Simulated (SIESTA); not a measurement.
## Input and output of a self-consistent single point for Li3N (P6/mmm, 4 atoms in the cell) (SIESTA)

Method of the run: GGA PBE, numerical atomic orbitals DZP, PseudoDojo PBE standard norm-conserving potentials (rewritten from UPF to PSML) (SIESTA).

The input file:

```
# files in the folder: Li.psml N.psml (PseudoDojo PBE standard)
SystemName  Li3N
SystemLabel li3n

NumberOfAtoms                4
NumberOfSpecies              2
%block ChemicalSpeciesLabel
  1 3 Li
  2 7 N
%endblock ChemicalSpeciesLabel
LatticeConstant              1.0 Bohr
%block LatticeVectors
     3.431506427   -5.943543930    0.000000000
     3.431506427    5.943543930    0.000000000
     0.000000000    0.000000000    7.276673902
%endblock LatticeVectors
AtomicCoordinatesFormat      Fractional
%block AtomicCoordinatesAndAtomicSpecies
     0.333333330    0.666666670    0.000000000  1
     0.666666670    0.333333330    0.000000000  1
     0.000000000    0.000000000    0.500000000  1
     0.000000000    0.000000000    0.000000000  2
%endblock AtomicCoordinatesAndAtomicSpecies

XC.functional                GGA
XC.authors                   PBE
PAO.BasisSize                DZP
PAO.EnergyShift              0.005 Ry
PAO.Polarization.NonPerturbative true
MeshCutoff                   300 Ry
%block kgrid.MonkhorstPack
    7   0   0  0.0
    0   7   0  0.0
    0   0   6  0.0
%endblock kgrid.MonkhorstPack
OccupationFunction           FD
ElectronicTemperature        116.05 K

MaxSCFIterations             150
SCF.Mixer.Method             Pulay
SCF.Mixer.Weight             0.25
SCF.Mixer.History            8
SCF.DM.Tolerance             1.0E-05
Diag.ParallelOverK           true
WriteForces                  true
Charge.Mulliken              end
```

The program printed (abridged):

```
reinit: Reading from file input.fdf

reinit: System Name: Li3N
reinit: System Label: li3n

coor:   Atomic-coordinates input format  =     Fractional

siesta: Atomic coordinates (Bohr) and species
siesta:      3.43151   1.98118   0.00000  1        1
siesta:      3.43151  -1.98118   0.00000  1        2
siesta:      0.00000   0.00000   3.63834  1        3
siesta:      0.00000   0.00000   0.00000  2        4

siesta: System type = bulk

initatomlists: Number of atoms, orbitals, and projectors:      4    31    32

siesta: ******************** Simulation parameters ****************************
redata: Spin configuration                          = none
redata: Time-Reversal Symmetry                      = T
redata: Number of Atomic Species                    =        2
redata: Mesh Cutoff                                 =   300.0000 Ry
redata: Net charge of the system                    =     0.0000 |e|
redata: Min. number of SCF Iter                     =        0
redata: Max. number of SCF Iter                     =      150
redata: SCF convergence failure will abort job
redata: SCF mix quantity                            = Hamiltonian
redata: Mix DM or H after convergence               =   F
redata: Recompute H after scf cycle                 =   F
redata: Mix DM in first SCF step                    =   T
redata: No kicks to SCF
redata: DM Mixing Weight for Kicks                  =     0.5000
redata: Require Harris convergence for SCF          =   F
redata: Harris energy tolerance for SCF             =     0.000100 eV
redata: Require DM convergence for SCF              =   T
redata: DM tolerance for SCF                        =     0.000010
redata: Require EDM convergence for SCF             =   F
redata: EDM tolerance for SCF                       =     0.001000 eV
redata: Require H convergence for SCF               =   T
redata: Hamiltonian tolerance for SCF               =     0.001000 eV
redata: Require (free) Energy convergence for SCF   =   F
redata: (free) Energy tolerance for SCF             =     0.000100 eV
redata: Using DFT-D3 dispersion                     =   F
redata: Using Saved Data (generic)                  =   F
redata: Method of Calculation                       = Diagonalization
redata: Electronic Temperature                      =   116.0500 K
redata: Number of TDED substeps                     =        3
redata: Dynamics option                             = Single-point calculation
redata: Save all siesta data in one NC              =   F
redata: ***********************************************************************

%block SCF.Mixers
  Pulay
%endblock SCF.Mixers

%block SCF.Mixer.Pulay
  # Mixing method
  method pulay
  variant stable

  # Mixing options
  weight 0.2500
  weight.linear 0.2500
  history 8
%endblock SCF.Mixer.Pulay

DM_history_depth set to one: no extrapolation allowed by default for geometry relaxation
Size of DM history Fstack: 1
Total number of electrons:    14.000000
Total ionic charge:    14.000000

* ProcessorY, Blocksize:    1  32

* Orbital distribution balance (max,min):    31    31

k-point displ. along   3 input, could be:     0.00    0.50
 Kpoints in:          168 . Kpoints trimmed:          151

siesta: k-grid: Number of k-points = 151
siesta: k-points from Monkhorst-Pack grid
siesta: k-cutoff (effective) =    11.552 Ang
siesta: k-point supercell and displacements
siesta: k-grid:     7     0     0      0.000
siesta: k-grid:     0     7     0      0.000
siesta: k-grid:     0     0     6      0.000

diag: Algorithm                                     = D&C
diag: Parallel over k                               =   F
diag: Use parallel 2D distribution                  =   F
diag: Parallel block-size                           = 32
diag: Parallel distribution                         =     1 x     1
diag: Used triangular part                          = Lower
diag: Absolute tolerance                            =  0.100E-15
diag: Orthogonalization factor                      =  0.100E-05
diag: Memory factor                                 =  1.0000

superc: Internal auxiliary supercell:     9 x     9 x     7  =     567
superc: Number of atoms, orbitals, and projectors:   2268  17577  18144

                        Single-point calculation

superc: Internal auxiliary supercell:     9 x     9 x     7  =     567
superc: Number of atoms, orbitals, and projectors:   2268  17577  18144

outcell: Unit cell vectors (Ang):
        1.815875   -3.145188    0.000000
        1.815875    3.145188    0.000000
        0.000000    0.000000    3.850650

outcell: Cell vector modules (Ang)   :    3.631750    3.631750    3.850650
outcell: Cell angles (23,13,12) (deg):     90.0000     90.0000    120.0000
outcell: Cell volume (Ang**3)        :     43.9842
new_DM -- step:     1
Initializing Density Matrix...

Attempting to read DM from file... Failed...
DM filled with atomic data:

InitMesh: MESH = 36 x 36 x 48 = 62208
InitMesh: Mesh cutoff (required, used) =   300.000   362.088 Ry

stepf: Fermi-Dirac step function

        iscf     Eharris(eV)        E_KS(eV)     FreeEng(eV)     dDmax    Ef(eV) dHmax(eV)
   scf:    1     -837.468746     -865.033123     -865.033123  0.597055-11.526136 14.733875
   scf:    2     -873.944436     -871.317325     -871.317325  0.239366-10.391637  1.769793
   scf:    3     -871.440076     -871.419999     -871.419999  0.058664-10.297960  0.349492
   scf:    4     -871.435803     -871.431582     -871.431582  0.073691-10.102883  0.319812
   scf:    5     -871.436966     -871.434634     -871.434634  0.008039-10.098901  0.146386
   scf:    6     -871.436536     -871.435766     -871.435766  0.017978-10.133126  0.039629
   scf:    7     -871.435849     -871.435812     -871.435812  0.001259-10.128023  0.018477
   scf:    8     -871.435834     -871.435829     -871.435829  0.002208-10.131894  0.000155
mix: Pulay -- inversion failed, > SVD [rank/size] 5 / 7
   scf:    9     -871.435829     -871.435829     -871.435829  0.000011-10.131852  0.000274
   scf:   10     -871.435829     -871.435829     -871.435829  0.000023-10.131851  0.000021
   scf:   11     -871.435829     -871.435829     -871.435829  0.000002-10.131856  0.000002

SCF Convergence by DM+H criterion
max |DM_out - DM_in|         :     0.0000016377
max |H_out - H_in|      (eV) :     0.0000021214
SCF cycle converged after 11 iterations

Using DM_out to compute the final energy and forces

siesta: E_KS(eV) =             -871.4358

siesta: E_KS - E_eggbox =      -871.4358

siesta: Atomic forces (eV/Ang):
     1    0.000000   -0.000243    0.000000
     2    0.000000    0.000243    0.000000
     3    0.000000    0.000000   -0.000000
     4   -0.000000    0.000000    0.000000
   Tot    0.000000    0.000000   -0.000000
   Max    0.000243
   Res    0.000099    sqrt( Sum f_i^2 / 3N )
   Max    0.000243    constrained

Stress tensor Voigt[x,y,z,yz,xz,xy] (kbar):      -22.14      -22.75      -23.69       -0.00       -0.00        0.00
(Free)E + p*V (eV/cell)     -870.8083
Target enthalpy (eV/cell)     -871.4358

siesta: Program's energy decomposition (eV):
siesta: Ebs     =      -442.932606
siesta: Eions   =       990.674080
siesta: Ena     =       127.352584
siesta: Ekin    =       620.921645
siesta: Enl     =      -404.720000
siesta: Eso     =         0.000000
siesta: Edftu   =         0.000000
siesta: DEna    =        -3.283345
siesta: DUscf   =         1.587293
siesta: DUext   =         0.000000
siesta: Ex      =      -209.397751
siesta: Ec      =       -13.222174
siesta: Exc     =      -222.619925
siesta: Eharris =      -871.435829
siesta: Etot    =      -871.435829
siesta: FreeEng =      -871.435829

siesta: Stress tensor (static) (eV/Ang**3):
siesta:    -0.013818    0.000000    0.000000
siesta:     0.000000   -0.014199    0.000000
siesta:    -0.000000   -0.000000   -0.014784

siesta: Cell volume =         43.984190 Ang**3

siesta: Pressure (static):
siesta:                Solid            Molecule  Units
siesta:           0.00015539          0.00015543  Ry/Bohr**3
siesta:           0.01426710          0.01427097  eV/Ang**3
siesta:          22.85841560         22.86460670  kBar

mulliken: Atomic and Orbital Populations:

Species: Li
Atom  Qatom  Qorb
               1s      2s      2s      2py     2pz     2px
   1  2.758   2.001  -0.181   0.153   0.283   0.219   0.283
   2  2.758   2.001  -0.181   0.153   0.283   0.219   0.283
   3  2.582   2.018  -0.407   0.300   0.171   0.328   0.171

Species: N
Atom  Qatom  Qorb
               2s      2s      2py     2pz     2px     2py     2pz     2px
               3dxy    3dyz    3dz2    3dxz    3dx2-y2
   4  5.902   1.704  -0.034   1.595   1.424   1.595  -0.163  -0.078  -0.163
              0.003   0.002   0.012   0.002   0.003

mulliken: Qtot =       14.000

Mulliken Atomic Populations:
Atom #   charge [q] valence [e]  Species
     1     0.242171    2.757829  Li
     2     0.242171    2.757829  Li
     3     0.417915    2.582085  Li
     4    -0.902257    5.902257  N
 Total    -0.000000
```

The run converged in 11 iterations.

The starting cell has typed, rounded lattice constants, without a prior relaxation at this level. Its lattice was rescaled by up to half a per cent. Values carry the incompleteness of an atom-centred basis.
